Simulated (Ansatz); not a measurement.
**Ta2Si (I4/mcm): electronic heat capacity and spin susceptibility from the density of states**

Computed with Ansatz, DFT r2SCAN, scalar-relativistic, plane waves, PAW.

Plane waves to 500 eV, a k mesh through Γ of 10×10×10 on the computed 6-atom cell and Gaussian smearing (0.10 eV); no spin polarisation.

Relaxed cell: I4/mcm, a = 6.168 Å, b = 6.168 Å, c = 5.049 Å, α = 90.00°, β = 90.00°, γ = 90.00°, 6 atoms in the primitive cell. Whether it is the stable form of this composition wasn't checked.

The density of states at the Fermi level is 2.578 states/eV in the cell of 6 atoms (2 formula units; both spins, tetrahedra on a 15×15×15 mesh).

Task: What Sommerfeld coefficient and Pauli susceptibility does this give?

Result: Per formula unit N(E_F) = 1.289 states/eV. γ = (π²/3) k_B² N(E_F) N_A = 2.357 mJ/(mol K²) per state/eV, so γ = 3.0 mJ/(mol K²), a mole of formula units. χ_P = μ_B² N(E_F) N_A = 3.23×10⁻⁵ emu/mol per state/eV gives 4.2×10⁻⁵ emu/mol. This is the bare band result: a measured γ of the same phase is as a rule larger by a factor 1 + λ from phonons and spin fluctuations, the spin part of χ is larger by the Stoner factor, and a measured χ also holds orbital and core terms. N(E_F) at one energy is sensitive to the mesh where the density of states has sharp peaks.

Spin-orbit coupling is left out, which matters for the bands of heavy elements.